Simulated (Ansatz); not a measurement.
# How the conductance of RuAl/MgO/V changes with thickness, part 3 of 6

Wanted: T(E), the conductance and its decay constant for RuAl/MgO/V. The lower electrode is RuAl B2(001), the upper one V bcc(001); the barrier is MgO rock salt(001) (non-polar). In the first transport cell, after relaxation, the nearest pair of electrode and barrier is Al–O at 2.02 Å, along the normal, at the lower face and V–O at 2.12 Å, along the normal, at the upper one. All share a net of side 3.003 Å, which strains the lower electrode by +0.1 %, the upper one by +0.8 % and the barrier by -0.1 %, against typed lattice constants near PBE's. The first steps treat the bulk electrodes alone.

Ansatz 0.2.0; PBE DFT, plane waves, PAW files (the session's first sound run).

So far. Step 4 (Relaxation): The largest force component on a free atom ends at 0.020 eV/Å. At one or more of this run's solves the program warned of density in the dipole ramp over its bound, where dipole, forces and levels can be off.

The structure was built from a prototype and need not be the compound's stable phase.

## 5. The open system: T(E)

This step: PBE DFT, plane waves, PAW files; ballistic transmission by layer matching between semi-infinite leads (Ansatz 0.2.0).

System of this step: RuAl/MgO/V. The cell holds 34 atoms: 8 Al, 7 Ru, 4 O, 4 Mg and 11 V. Its edges and angles: a = 3.003 Å, b = 3.003 Å, c = 60.056 Å, α = 90.0°, β = 90.0°, γ = 90.0°. Regions: left electrode, 15 atoms (8 Al and 7 Ru); barrier, 8 atoms (4 O and 4 Mg); right electrode, 11 atoms (11 V). Vacuum lies along c.

The relaxed core is set between ideal electrode layers (this cell holds 4 atomic planes between the electrodes; where that differs from the relaxed slab, whole periods were copied in or cut out without a new relaxation), which the solver continues as semi-infinite leads. A wide energy window on a coarse mesh (12×12) shows where the Fermi level lies against the barrier's bands; the projected density of states shows how far the metals' states reach in.

Input file input.yaml:

```yaml
crystal:
  lattice:
    - [3.003, 0.0, 0.0]
    - [0.0, 3.003, 0.0]
    - [0.0, 0.0, 60.0563883453]
  atoms:
    - { symbol: Al, position: [0.5, 0.5, 0.1165571256] }
    - { symbol: Ru, position: [0.0, 0.0, 0.1415595777] }
    - { symbol: Al, position: [0.5, 0.5, 0.1665620299] }
    - { symbol: Ru, position: [0.0, 0.0, 0.191564482] }
    - { symbol: Al, position: [0.5, 0.5, 0.2165669341] }
    - { symbol: Ru, position: [0.0, 0.0, 0.2415693863] }
    - { symbol: Al, position: [0.5, 0.5, 0.2665718384] }
    - { symbol: Ru, position: [0.0, 0.0, 0.2915742906] }
    - { symbol: Al, position: [0.5, 0.5, 0.3165767427] }
    - { symbol: Ru, position: [0.0, 0.0, 0.3415791948] }
    - { symbol: Al, position: [0.5, 0.5, 0.366581647] }
    - { symbol: Ru, position: [0.0, 0.0, 0.3915840991] }
    - { symbol: Al, position: [0.5, 0.5, 0.4165865512] }
    - { symbol: Ru, position: [0.0, 0.0, 0.4415890034] }
    - { symbol: Al, position: [0.5, 0.5, 0.4624590495] }
    - { symbol: O, position: [0.5, 0.5, 0.4961334308] }
    - { symbol: Mg, position: [0.0, 0.0, 0.4954636223] }
    - { symbol: O, position: [0.0, 0.0, 0.5311519341] }
    - { symbol: Mg, position: [0.5, 0.5, 0.5316432252] }
    - { symbol: O, position: [0.5, 0.5, 0.5668135046] }
    - { symbol: Mg, position: [0.0, 0.0, 0.5669280884] }
    - { symbol: O, position: [0.0, 0.0, 0.6018440493] }
    - { symbol: Mg, position: [0.5, 0.5, 0.6031480804] }
    - { symbol: V, position: [0.0, 0.0, 0.6372113752] }
    - { symbol: V, position: [0.5, 0.5, 0.6590919367] }
    - { symbol: V, position: [0.0, 0.0, 0.6840198186] }
    - { symbol: V, position: [0.5, 0.5, 0.7089477006] }
    - { symbol: V, position: [0.0, 0.0, 0.7338755826] }
    - { symbol: V, position: [0.5, 0.5, 0.7588034645] }
    - { symbol: V, position: [0.0, 0.0, 0.7837313465] }
    - { symbol: V, position: [0.5, 0.5, 0.8086592285] }
    - { symbol: V, position: [0.0, 0.0, 0.8335871105] }
    - { symbol: V, position: [0.5, 0.5, 0.8585149924] }
    - { symbol: V, position: [0.0, 0.0, 0.8834428744] }
kpoints:
  mp_grid: { grid: [10, 10, 1] }
scf:
  occupations: { method: fermi_dirac, width: 0.1 }
  max_iter: 150
hamiltonian:
  xc: pbe
output:
  transmission:
    kmesh: [12, 12]
    e_range: [-4, 2]
    de: 0.1
    leads: [[6, 8], [28, 29]]
  dos: { projected: true, e_range: [-6, 5], de: 0.05 }
  write_potential: true
  write_density: true
  volumetric_format: npy
  elf: true
```

Launch:

```console
$ ansatz run input.yaml --threads 4 --pin off --max-ram 12288MiB --backend cpu --events-out ev --progress --plain --runs-dir out
```

Numbers of over 12 decimals in the logs are rounded to 6 here.

The program printed:

```text
[...]
Crystal: 34 atoms, lattice volume = 541.589 Å³
Basis set: ecut = 420 eV, 10353 PW (Γ)
Bands: 206, of which v1, the nominal top of the filled ones, is band 172 counted from 1 (171 counted from 0)
Symmetry: 8 space group operations
[...]
k-points: 21 of 100
[...]
SCF iter   1: F=—  HF=-87473.147365 eV  |F-HF|=—  |Δ(HF+E_count)|=         —  Δρ=5.40e-2  dr2=2.88e3  ethr=1.77e-3  ⟨swp⟩=7.5  Hψ=19716  notcnv=0
[...]
SCF iter  11: F=-87470.405213 eV  HF=-87470.405213 eV  |F-HF|=6.24e-8  |Δ(HF+E_count)|=   1.19e-8  Δρ=1.97e-6  dr2=7.85e-8  ethr=2.92e-11  ⟨swp⟩=3.0  Hψ=8212  notcnv=0
SCF 1 converged in 11 iterations: F = -87470.405213 eV  dr2 = 7.85e-8
[...]
transmission: 136 of 1344 steps passed
transmission: 270 of 1344 steps passed
[...]
transmission: 1344 of 1344 steps passed
WARN: The output density's exchange-correlation potential varies sharply where the density is thin. Do not read a vacuum level from v_tot or v_xc, or from such a field of the output density. On a cell that repeats whose density bears no net charge and no dipole along the vacuum's axis use v_es (v_loc + v_h of the components); under efield.dipole_correction with no amplitude use v_es + v_field, which holds any externa [...]
SCF converged after 11 iterations
Free energy (F): -87470.405213 eV
[...]
Internal energy: -87469.494825 eV  (E = F + TS)
E sigma→0 (E₀):  -87469.950019 eV
Entropy (-TS):   -0.910388 eV (-26.776 meV/atom)
Fermi energy:    11.375909 eV
[...]
--- Band table (eV; the first three rows and the last of 21) ---
  k-point 0: bands = [... 168 lower, 11.7154, 11.7441, 11.7441, 11.7533, 11.7596, 11.7596, 11.7746, 11.7746, ... 30 higher]
  k-point 1: bands = [... 168 lower, 11.5244, 11.5435, 11.5660, 11.6274, 11.6326, 11.6327, 11.7216, 11.7271, ... 30 higher]
  k-point 2: bands = [... 168 lower, 11.2737, 11.3327, 11.3334, 11.4028, 11.4731, 11.5137, 11.6416, 11.6722, ... 30 higher]
  k-point 20: bands = [... 168 lower, 12.4863, 12.6183, 12.6183, 12.6695, 12.7334, 12.7691, 12.8562, 12.8767, ... 30 higher]
--- Transmission ---
  basis      : 81 plane waves across, 48 finite elements along
  points     : 28, standing for a mesh of 12 x 12
  energies   : 61 from -4.000000 to 2.000000 eV about the Fermi level, 0.100000 eV apart; the leads are filled to 0.000000 eV, and channels, transmission and decay are at 0.000000 eV
  crystal 0  : Ru1Al1, at the sites [6, 8], period 3.0031 Å, over 21.02 Å; its Hamiltonian steps by up to 5.7 meV
    offset         : up to 0.0000 Å between an atom of the period and one for which it stands
    channels       : 1.354167e0 a spin
    conductance    : none, the energies end too early or step too widely for 300 K: set another output.transmission.e_range or a lower de, or, where they end at an eighth of basis.ecutwfc, a higher one
    slowest decay  : 0.0543 /Å at (0.0833, 0.0000)
  crystal 1  : V1, at the sites [28, 29], period 1.4971 Å, over 14.97 Å; its Hamiltonian steps by up to 10.1 meV
[...]
channels       : 2.409722e0 a spin
[...]
slowest decay  : 0.1152 /Å at (0.4167, 0.2500)
  junction   : crystal 0 to crystal 1, 19.07 to 45.52 Å
    transmission   : 4.329143e-6 a spin
[...]
```

Elapsed: 2.8 min, on 4 threads of Intel Xeon Platinum 8488C (Sapphire Rapids), shared host; peak memory 4 GiB.

The column dr2 measures how far the density is from self-consistency, as an energy; F and HF (Harris–Foulkes) agree once it is small.

This run has no spin polarisation although its electron count is odd.

Numbers from this step:

```
free energy                                         : -87470.4052 eV
Fermi energy                                        : 11.38 eV
level to which the leads are filled                 : 0 eV from the Fermi level
transmission at the Fermi level (a spin, zone mean) : 4.33e-6
channels of the lower lead                          : 1.354
channels of the upper lead                          : 2.410
potential step in the lower lead                    : 5.7 meV
potential step in the upper lead                    : 10.1 meV
```

One spin. Transmission, zone mean against energy, zero at the Fermi level:

energy (eV), log10 transmission, zone mean and a bar from the least value:
```
    -4.00       -2.7 ##########################
    -3.70       -2.8 ##########################
    -3.50       -2.2 ##############################
    -3.40       -2.3 ##############################
    -3.10       -3.8 ##################
    -2.90       -4.2 ###############
    -2.60       -4.0 ################
    -2.30       -4.5 ############
    -2.00       -5.4 #####
    -1.70       -5.3 #####
    -1.40       -5.8 ##
    -1.10       -5.5 ####
    -0.90       -5.0 ########
    -0.60       -4.9 #########
    -0.30       -5.3 ######
     0.00       -5.4 #####
     0.30       -5.1 #######
     0.60       -5.5 ####
     0.90       -5.5 ####
     1.10       -5.8 ##
     1.40       -6.0 
     1.70       -5.1 #######
     2.00       -3.8 #################
```

One spin. Open channels, zone mean against energy, zero at the Fermi level:

```csv
energy (eV),lower lead,upper lead
-4.00,0.924,0.479
-3.80,1.26,0.535
-3.70,1.48,0.562
-3.50,1.22,0.646
-3.40,1.40,0.701
-3.20,1.01,0.840
-3.00,1,1.06
-2.90,0.917,1.17
-2.70,0.840,1.37
-2.50,0.729,1.59
-2.40,0.674,1.56
-2.20,0.535,1.88
-2.10,0.701,1.49
-1.90,1.15,1.22
-1.70,1.23,0.854
-1.60,1.19,0.882
-1.40,1.16,0.660
-1.20,1.48,1.60
-1.10,1.80,1.88
-0.90,1.97,2.13
-0.80,2.52,2.33
-0.60,2.19,2.24
-0.40,1.94,2.38
-0.30,1.83,2.66
-0.10,1.55,2.80
0.00,1.35,2.41
0.10,1.27,2.30
0.20,1.04,2.13
0.40,0.799,1.33
0.50,0.743,1.15
0.70,0.604,1.12
0.90,0.465,1.10
1.00,0.438,1.01
1.20,0.410,1.18
1.40,0.354,1.12
1.50,0.431,1.65
1.70,0.389,2.08
1.80,0.417,2.25
2.00,0.583,2.61
```

Transmission over k1 and k2. At 0.0000 eV from the Fermi level; zeros and values more than six decades under the largest are shown at that floor.

log10 of the mean of each cell; the least values stand at a floor. Values, 12 rows by 12 columns:
```
 -4.2  -4.5  -5.6 -10.0  -5.9  -6.9 -10.0  -6.9  -5.9 -10.0  -5.6  -4.5
 -4.6  -5.6  -5.9  -6.5  -5.6  -6.5 -10.0  -6.5  -5.6  -6.5  -5.9  -5.6
 -5.6 -10.0  -6.5  -6.7  -6.7  -7.1  -9.1  -7.1  -6.7  -6.7  -6.5 -10.0
 -5.8  -5.9  -5.6  -6.7 -10.0  -7.1  -8.2  -7.1 -10.0  -6.7  -5.6  -5.9
 -7.7  -6.9  -6.5  -7.1  -7.1  -8.5 -10.0  -8.5  -7.1  -7.1  -6.5  -6.9
-10.0 -10.0 -10.0  -9.1  -8.2 -10.0 -10.0 -10.0  -8.2  -9.1 -10.0 -10.0
 -7.7  -6.9  -6.5  -7.1  -7.1  -8.5 -10.0  -8.5  -7.1  -7.1  -6.5  -6.9
 -5.8  -5.9  -5.6  -6.7 -10.0  -7.1  -8.2  -7.1 -10.0  -6.7  -5.6  -5.9
 -5.6 -10.0  -6.5  -6.7  -6.7  -7.1  -9.1  -7.1  -6.7  -6.7  -6.5 -10.0
 -4.6  -5.6  -5.9  -6.5  -5.6  -6.5 -10.0  -6.5  -5.6  -6.5  -5.9  -5.6
 -4.2  -4.5  -5.6 -10.0  -5.9  -6.9 -10.0  -6.9  -5.9 -10.0  -5.6  -4.5
 -4.0  -4.2  -4.6  -5.6  -5.8  -7.7 -10.0  -7.7  -5.8  -5.6  -4.6  -4.2
```
Columns: k1 (b1) from -0.5 to 0.417; rows upwards: k2 (b2) from -0.5 to 0.417.

Open channels of the lower lead over k1 and k2. At 0.0000 eV from the Fermi level.

Ten even steps from '0' (0.00) to '9' (3.00):
```
996663336669
663333333336
663333333336
663303330336
333336063333
333330603333
333336063333
663303330336
663333333336
663333333336
996663336669
996663336669
```
Columns: k1 (b1) from -0.5 to 0.417; rows upwards: k2 (b2) from -0.5 to 0.417.

Open channels of the upper lead over k1 and k2. At 0.0000 eV from the Fermi level.

Ten even steps from '_' (0.00) to '@' (5.00):
```
====::__**%%@@%%**__::==
==::::::::@@@@@@::::::::
==__::::==******==::::__
%%**::====******====::**
%%%%@@****::::::****@@%%
%%@@@@****::::::****@@@@
%%%%@@****::::::****@@%%
%%**::====******====::**
==__::::==******==::::__
==::::::::@@@@@@::::::::
====::__**%%@@%%**__::==
========%%%%%%%%%%======
```
Columns: k1 (b1) from -0.5 to 0.417; rows upwards: k2 (b2) from -0.5 to 0.417.

Projected DOS an atom over height of the atomic layer and energy from the Fermi level. Layers: Al Ru Al Ru Al Ru Al Ru Al Ru Al Ru Al Ru Al MgO MgO MgO MgO V V V V V V V V V V V; projections on atoms miss part of the total, and the computed bands can run out at the top of the range; a column is the mean of 2 neighbouring layers, the last of those left over.

Ten even steps from '0' (0.00 states/eV) to '9' (2.38 states/eV), each cell a mean:
```
200000000123338
100000000211114
310000000321126
211111000743349
233233100258866
343444200368887
677777400367676
666666500388887
433333300364446
466555600233234
222222300245545
432222200255555
333333300253443
544444410132232
455544610011111
233333300000000
122222201000000
011111104100000
110001226200000
200100125200000
212121123100000
232222111200000
```
Columns: height of the atomic layer (Å) from 7.75 to 52.3 (not evenly spaced); rows upwards: energy from the Fermi level (eV) from -6 to 1.5.

Valence density in the ca plane at fractional y = 0.000, with atoms of Ru and Mg and O and V within 0.2 Å of it. It is the smooth field of the valence electrons, not physical close to the nuclei.

Values in units of 1e0 e/Å³, 5 rows by 16 columns, each cell a mean:
```
0.0 0.0 0.0 0.0 0.0 0.0 0.1 0.6 6.1 1.6 0.6 6.1 1.6 0.6 6.1 1.7
0.0 0.0 0.0 0.0 0.0 0.0 0.1 0.3 0.8 0.4 0.3 0.8 0.4 0.3 0.8 0.4
0.0 0.0 0.0 0.0 0.0 0.0 0.1 0.2 0.3 0.2 0.2 0.3 0.2 0.2 0.3 0.2
0.0 0.0 0.0 0.0 0.0 0.0 0.1 0.3 1.8 0.6 0.3 1.8 0.6 0.3 1.8 0.6
0.0 0.0 0.0 0.0 0.0 0.0 0.1 0.7 7.8 2.0 0.8 7.7 2.1 0.7 7.7 2.2
```
Columns run along c (16.0 Å, from fractional 0.00 to 0.27 of the cell), rows up along a (3.0 Å). Atoms in or near the plane, at fractional coordinates: Ru at (0.14, 0.00), Ru at (0.19, 0.00), Ru at (0.24, 0.00).

ELF in the ca plane at fractional y = 0.000, with atoms of Ru and Mg and O and V within 0.2 Å of it. It is the smooth field of the valence electrons, not physical close to the nuclei.

Ten even steps from '0' (0.03) to '9' (0.81), each cell a mean:
```
76233376673333676743660344307977971344218978
64343356642332466534661022005899950022016999
23344322223443222246651000001466410000002565
34444443344554444456641000000011000000000000
23444432234444322356641000000133200000000222
33344334433443333335661000003788730000004798
75233377763332677733661144206999960244117999
66232374573333653743560333407955971333318947
```
Columns run along c (16.0 Å, from fractional 0.35 to 0.61 of the cell), rows up along a (3.0 Å). Atoms in or near the plane, at fractional coordinates: Ru at (0.39, 0.00), Ru at (0.44, 0.00), Mg at (0.50, 0.00), O at (0.53, 0.00), Mg at (0.57, 0.00), O at (0.60, 0.00).

Electrostatic potential energy in the ca plane at fractional y = 0.000, with atoms of Ru and Mg and O and V within 0.2 Å of it. With pseudopotentials it is smooth inside the atoms' cores, unlike the true potential.

Ten even steps from '0' (-80 eV) to '9' (13 eV), each cell a mean:
```
99840027999500169999731489854699721589745797
99974469999854589999876899988999877899988999
99999899999998999999999999999999999999999999
99999999999999999999999999999999999999999999
99999999999999999999999999999999999999999999
99987789999977899999988899999999988999999999
99951148999621379999854689966899854799866898
99830017999400059999710389743699610489644697
```
Columns run along c (16.0 Å, from fractional 0.36 to 0.63 of the cell; values clipped at the 3rd and 97th percentile), rows up along a (3.0 Å). Atoms in or near the plane, at fractional coordinates: Ru at (0.39, 0.00), Ru at (0.44, 0.00), Mg at (0.50, 0.00), O at (0.53, 0.00), Mg at (0.57, 0.00), O at (0.60, 0.00).

At the Fermi level the transmission is 4.3e-6, as a zone mean for one spin on this coarse mesh. At the Fermi level the layers of this cell's barrier hold from 4.8e-4 to 0.044 states an eV and atom. In the worse lead the potential repeats within 10 meV, which the program lets pass.

(Continued in part 4 of 6.)

[Logs are printed without paths, hosts, clocks, repeated set-up lines and the standing remarks that a program may print on its own settings, such as how far it seeks lower states.]

[Hosts, paths, dates, database ids (printed as entryN), source tags and the programs' standing remarks are cut or masked in the printed files.]
